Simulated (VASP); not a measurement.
# WC (P-6m2) in VASP: further runs

Runs on WC. Level: PBE. Tasks: relaxation of cell and atoms, vibrations by finite differences.

Everything below comes from runs of VASP 6.6.1. Logs are shortened: lines on timing, memory, paths and dates and some standing lists are left out, and cuts for length are marked.

## (1) Starting point

Symmetry: P-6m2, No. 187, hexagonal system. The conventional cell has a = 2.907 Å, b = 2.907 Å, c = 2.837 Å, α = 90.00°, β = 90.00°, γ = 120.00°. W (site symmetry -6m2) has 6 C at 2.20 Å as nearest neighbours. Around C (site symmetry -6m2) lie 6 W at 2.20 Å.

## (2) Relaxation of cell and atoms, PBE, collinear spin, ferromagnetic start

INCAR

```
SYSTEM = WC
PREC = Accurate
ENCUT = 520
EDIFF = 1E-7
ISMEAR = 0
SIGMA = 0.1
LREAL = .False.
LASPH = .True.
NELM = 150
ALGO = Fast
ISIF = 3
LWAVE = .False.
LCHARG = .False.
ISPIN = 2
MAGMOM = 1 0
LORBIT = 11
LMAXMIX = 4
GGA = PE
IBRION = 2
NSW = 80
EDIFFG = -0.002
```

KPOINTS

```
Automatic mesh
0
Gamma
  18 18 14
  0 0 0
```

POSCAR

```
WC
1.0
    2.9065000000      0.0000000000      0.0000000000
   -1.4532500000      2.5171028400      0.0000000000
    0.0000000000      0.0000000000      2.8366000000
W C
1 1
Direct
    0.0000000000      0.0000000000      0.0000000000
    0.6666666700      0.3333333300      0.5000000000
```

Potentials or basis: VASP PAW PBE potentials, release 64 (W_sv, C).

On the command line:

```console
cat potpaw_PBE.64/W_sv/POTCAR potpaw_PBE.64/C/POTCAR > POTCAR
mpirun -np 1 vasp_std > vasp.out
```

OUTCAR:

```text
SYSTEM = WC
   PREC = Accurate
   ENCUT = 520
   EDIFF = 1E-7
   ISMEAR = 0
   LREAL = .False.
   LASPH = .True.
   NELM = 150
   ISIF = 3
   ISPIN = 2
   LORBIT = 11
   GGA = PE
   IBRION = 2
   NSW = 80
   EDIFFG = -0.002

 ion  position               nearest neighbor table
   1  0.000  0.000  0.000-   2 2.20   2 2.20   2 2.20   2 2.20   2 2.20   2 2.20
   2  0.667  0.333  0.500-   1 2.20   1 2.20   1 2.20   1 2.20   1 2.20   1 2.20

  LATTYP: Found a hexagonal cell.
 ALAT       =     2.9065000000
 C/A-ratio  =     0.9759504559

  Lattice vectors:

 A1 = (   2.9065000000,   0.0000000000,   0.0000000000)
 A2 = (  -1.4532500000,   2.5171028400,   0.0000000000)
 A3 = (   0.0000000000,   0.0000000000,   2.8366000000)

Analysis of symmetry for initial positions (statically):
=====================================================================
 Subroutine PRICEL returns:
 Original cell was already a primitive cell.

 Routine SETGRP: Setting up the symmetry group for a
 hexagonal supercell.

 Subroutine GETGRP returns: Found 12 space group operations
 (whereof 12 operations were pure point group operations)
 out of a pool of 24 trial point group operations.

The static configuration has the point symmetry D_3h.

Analysis of symmetry for dynamics (positions and initial velocities):
=====================================================================
 Subroutine PRICEL returns:
 Original cell was already a primitive cell.

 Routine SETGRP: Setting up the symmetry group for a
 hexagonal supercell.

 Subroutine GETGRP returns: Found 12 space group operations
 (whereof 12 operations were pure point group operations)
 out of a pool of 24 trial point group operations.

The dynamic configuration has the point symmetry D_3h.

Analysis of structural, dynamic, and magnetic symmetry:
=====================================================================
 Subroutine PRICEL returns:
 Original cell was already a primitive cell.

 Routine SETGRP: Setting up the symmetry group for a
 hexagonal supercell.

 Subroutine GETGRP returns: Found 12 space group operations
 (whereof 12 operations were pure point group operations)
 out of a pool of 24 trial point group operations.

The overall configuration has the point symmetry D_3h.

 Subroutine INISYM returns: Found 12 space group operations
 (whereof 12 operations are pure point group operations),
 and found     1 'primitive' translations

----------------------------------------------------------------------------------------

                                     Primitive cell

  volume of cell :      20.7525
[... 124 lines left out ...]
  energy-cutoff  :      520.00
  volume of cell :       20.75
 maximum number of plane-waves:       580
 NGX is ok and might be reduce to    24
   NGX = 11   NGY = 11   NGZ = 11

--------------------------------------- Ionic step        1  -------------------------------------------

 number of electron      18.0000000 magnetization      -0.0000544

 number of electron      18.0000000 magnetization       0.0000063

 Free energy of the ion-electron system (eV)
  ---------------------------------------------------
  ext. energy  EPLUGINS =         0.00000000
  ---------------------------------------------------
  free energy    TOTEN  =       -22.44264734 eV

  energy without entropy =      -22.44131637  energy(sigma->0) =      -22.44198186

------------------------ aborting loop because EDIFF is reached ----------------------------------------

  FORCE on cell =-STRESS in cart. coord.  units (eV):
  Direction    XX          YY          ZZ          XY          YZ          ZX
  --------------------------------------------------------------------------------------
  -------------------------------------------------------------------------------------
  Total        0.8652924      0.8652924      0.8727517      0.0000000      0.0000000      0.0000000
  in kB       66.8042506     66.8042509     67.3801375      0.0000000      0.0000000      0.0000000
  external PRESSURE =      66.9962130 kB  Pullay stress =       0.0000000 kB
[... 177 lines left out ...]
 number of electron      18.0000000 magnetization       0.0000000

 number of electron      18.0000000 magnetization      -0.0000000

 Free energy of the ion-electron system (eV)
  ---------------------------------------------------
  ext. energy  EPLUGINS =         0.00000000
  ---------------------------------------------------
  free energy    TOTEN  =       -22.44991196 eV

  energy without entropy =      -22.44851172  energy(sigma->0) =      -22.44921184

 E-fermi :  10.8265     XC(G=0): -13.7061

 val. band max:       10.8145696935   @ k =   0.4444   0.0000   0.5000
 cond. band min:      10.8339429748   @ k =   0.4444   0.0556   0.4286
 fundamental gap:      0.0193732813
 Fermi energy:        10.8265389444

 spin component 1

 k-point     1 :       0.0000    0.0000    0.0000
  band No.  band energies     occupation
      1     -63.2004      1.00000
      2     -27.1773      1.00000
      3     -27.0870      1.00000
      4     -27.0870      1.00000
      5      -3.4817      1.00000
      6       6.6238      1.00000
      7       7.5675      1.00000
      8       7.5675      1.00000
      9      10.9377      0.05801
     10      13.9988      0.00000
     11      13.9988      0.00000
     12      16.3753      0.00000
     13      16.3753      0.00000
     14      17.0958      0.00000
[... 379 lines left out ...]
      3     -27.3172      1.00000
      4     -27.0738      1.00000
      5      -0.1708      1.00000
      6       4.0514      1.00000
      7       7.3012      1.00000
      8       7.4133      1.00000
      9      10.3456      1.00000
     10      12.6379      0.00000
     11      14.3232      0.00000
     12      15.5269      0.00000
     13      18.2435      0.00000
     14      21.2436      0.00000

 [... further k-points ...]

 spin component 2

 k-point     1 :       0.0000    0.0000    0.0000
  band No.  band energies     occupation
      1     -63.2004      1.00000
      2     -27.1773      1.00000
      3     -27.0870      1.00000
      4     -27.0870      1.00000
      5      -3.4817      1.00000
      6       6.6238      1.00000
      7       7.5675      1.00000
      8       7.5675      1.00000
      9      10.9377      0.05801
     10      13.9988      0.00000
     11      13.9988      0.00000
     12      16.3753      0.00000
     13      16.3753      0.00000
     14      17.0958      0.00000
[... 420 lines left out ...]
  FREE ENERGIE OF THE ION-ELECTRON SYSTEM (eV)
  ---------------------------------------------------
  free  energy   TOTEN  =       -22.4499119640 eV

  energy  without entropy=      -22.4485117181  energy(sigma->0) =      -22.44921184

 reached required accuracy - stopping structural energy minimisation

 total charge

# of ion       s       p       d       tot
------------------------------------------
    1        2.344   6.412   3.376  12.132
    2        0.853   1.562   0.000   2.414
--------------------------------------------------
tot          3.197   7.974   3.376  14.547

 magnetization (x)

# of ion       s       p       d       tot
------------------------------------------
    1        0.000  -0.000   0.000   0.000
    2        0.000  -0.000   0.000  -0.000
--------------------------------------------------
tot          0.000  -0.000   0.000   0.000
```

CONTCAR:

```text
WC
   1.00000000000000
     2.9241738501576471   -0.0000000000000000   -0.0000000000000000
    -1.4620869250788235    2.5324088432904235    0.0000000000000000
    -0.0000000000000000    0.0000000000000000    2.8499633367953714
  W               C
     1     1
Direct
     0.0000000000000000    0.0000000000000000    1.0000000000000000
     0.6666666699999979    0.3333333300000021    0.5000000000000000

  0.00000000E+00  0.00000000E+00  0.00000000E+00
  0.00000000E+00  0.00000000E+00  0.00000000E+00
```

Wall time 3.6 min (1 thread of Intel Xeon 6975P-C (Granite Rapids), shared host); peak memory 0.28 GiB.

What came out:

* Free energy: -22.4499 eV
* Relaxed volume: 10.55 Å³/atom
* Relaxed cell: a = 2.924 Å, b = 2.924 Å, c = 2.850 Å, α = 90.00°, β = 90.00°, γ = 120.00°
* Space group after relaxing (to 0.05 Å): P-6m2 (No. 187)
* Energy gained by relaxing: 3.6 meV/atom
* Ionic steps: 6
* Pressure after relaxing: 0.0 GPa
* Band gap on the k mesh: none (metal or under the smearing width)
* Net moment: 0.00 μB per cell
* Valence electrons inside the program's atomic spheres: W 12.13; C 2.41

The path:
```csv
step,energy change (eV),largest force (eV/Å),pressure (GPa),volume (Å³)
1,0.0000,0.0000,6.70,20.75
2,0.0436,0.0000,-15.95,22.08
3,-0.0072,0.0000,-0.11,21.11
4,-0.0072,0.0000,0.02,21.10
5,-0.0072,0.0000,0.03,21.11
6,-0.0073,0.0000,0.02,21.10
```

Final structure:
```xyz
2
Lattice="2.9242 0.0000 0.0000 -1.4621 2.5324 0.0000 0.0000 0.0000 2.8500" Properties=species:S:1:pos:R:3 pbc="T T T"
W     0.0000    0.0000    2.8500
C     1.4621    0.8441    1.4250
```

The run has no spin-orbit coupling, so splittings on W are missing. Zero-point motion and thermal expansion aren't in these numbers.

## (3) Relaxation of cell and atoms, PBE, collinear spin, ferromagnetic start

This run uses another cell than the first one, of 10.55 Å³/atom, 1.017 times its volume.

INCAR is that of step 2.

KPOINTS is that of step 2.

POSCAR

```
WC                                      
1.0
    2.9241738502     -0.0000000000     -0.0000000000
   -1.4620869251      2.5324088433      0.0000000000
   -0.0000000000      0.0000000000      2.8499633368
  W               C             
     1     1
Direct
     0.0000000000000000    0.0000000000000000    1.0000000000000000
     0.6666666699999979    0.3333333300000021    0.5000000000000000
```

Potentials or basis: VASP PAW PBE potentials, release 64 (W_sv, C).

On the command line:

```console
cat potpaw_PBE.64/W_sv/POTCAR potpaw_PBE.64/C/POTCAR > POTCAR
mpirun -np 1 vasp_std > vasp.out
```

Run time: 60 s. Hardware: 1 thread of Intel Xeon 6975P-C (Granite Rapids), shared host; peak memory 0.27 GiB.

It converged, with:

```yaml
Free_energy: -22.4501 eV
Pressure_after_relaxing: 0.0 GPa
Band_gap_on_the_k_mesh: none (metal or under the smearing width)
Net_moment: 0.00 μB per cell
Valence_electrons_inside_the_program's_atomic_spheres: W 12.13; C 2.41
```

Final structure:
```
CELL_PARAMETERS angstrom
2.92417 0.00000 0.00000
-1.46209 2.53241 0.00000
0.00000 0.00000 2.84996
ATOMIC_POSITIONS crystal
W 0.00000 0.00000 0.00000
C 0.66667 0.33333 0.50000
```

Levels at points of the mesh, in eV from the Fermi level:
Spin up:
```
           k point  band 7  band 8  band 9  band 10  band 11  band 12
(0.00, 0.00, 0.00)   -3.26   -3.26    0.11     3.17     3.17     5.55
(0.50, 0.00, 0.00)   -3.52   -3.48   -0.46     2.31     4.43     4.80
(0.00, 0.00, 0.50)   -1.97   -1.97   -0.55    -0.55     3.63     4.49
(0.50, 0.00, 0.50)   -4.22   -4.13    0.27     4.33     5.20     6.50
```
Spin down:
| k point | band 7 | band 8 | band 9 | band 10 | band 11 | band 12 |
| --- | --- | --- | --- | --- | --- | --- |
| (0.00, 0.00, 0.00) | -3.26 | -3.26 | 0.11 | 3.17 | 3.17 | 5.55 |
| (0.50, 0.00, 0.00) | -3.52 | -3.48 | -0.46 | 2.31 | 4.43 | 4.81 |
| (0.00, 0.00, 0.50) | -1.97 | -1.97 | -0.55 | -0.55 | 3.63 | 4.49 |
| (0.50, 0.00, 0.50) | -4.22 | -4.13 | 0.27 | 4.33 | 5.20 | 6.50 |

Caveat: the relaxation stopped at its first step, so nothing moved. Spin-orbit coupling is left out, which matters for the levels of W.

## (4) Vibrations by finite differences, PBE, collinear spin, ferromagnetic start

This run uses another cell than the first one, of 10.55 Å³/atom, 1.017 times its volume.

INCAR

```
SYSTEM = WC
ALGO = Fast
EDIFF = 1E-8
ENCUT = 520
GGA = PE
IBRION = 6
ISIF = 3
ISMEAR = 0
ISPIN = 2
LASPH = .TRUE.
LCHARG = .FALSE.
LMAXMIX = 4
LORBIT = 11
LREAL = .FALSE.
LWAVE = .FALSE.
MAGMOM = 1 0
NBANDS = 20
NELM = 150
NFREE = 2
NSW = 1
POTIM = 0.015
PREC = Accurate
SIGMA = 0.1
```

KPOINTS

```
k-points
0
G
  18 18 14
  0 0 0
```

POSCAR

```
WC                                      
1.0
    2.9241738502      0.0000000000      0.0000000000
   -1.4620869251      2.5324088433      0.0000000000
    0.0000000000      0.0000000000      2.8499633368
  W               C             
     1     1
Direct
     0.0000000000000000    0.0000000000000000    0.0000000000000000
     0.6666666699999979    0.3333333300000021    0.5000000000000000
```

On the command line:

```console
cat potpaw_PBE.64/W_sv/POTCAR potpaw_PBE.64/C/POTCAR > POTCAR
mpirun -np 1 vasp_std > vasp.out
```

Wall time 54 min (1 thread of Intel Xeon 6975P-C (Granite Rapids), shared host); peak memory 1.6 GiB.

It converged, with:

```
Net moment                                            : 0.00 μB per cell
Valence electrons inside the program's atomic spheres : W 12.13; C 2.41
Voigt bulk modulus                                    : 387 GPa
Highest phonon frequency at Γ                         : 598 cm⁻¹
```

Phonon frequencies in cm⁻¹ (negative: imaginary):
```
              q point        frequencies
(0.000, 0.000, 0.000)  0 0 0 566 598 598
```

Elastic tensor in Voigt notation (GPa, in the Cartesian axes of the cell as first typed):
```
701 228 170   0   0   0
228 701 170   0   0   0
170 170 943   0   0   0
  0   0   0 299   0   0
  0   0   0   0 299   0
  0   0   0   0   0 237
```

Clamped-ion elastic tensor (GPa):
```
715 214 170   0   0   0
214 715 170   0   0   0
170 170 943   0   0   0
  0   0   0 299   0   0
  0   0   0   0 299   0
  0   0   0   0   0 250
```

Caveat: elastic constants of metals need much finer meshes, so these are rough. The run has no spin-orbit coupling, so splittings on W are missing.
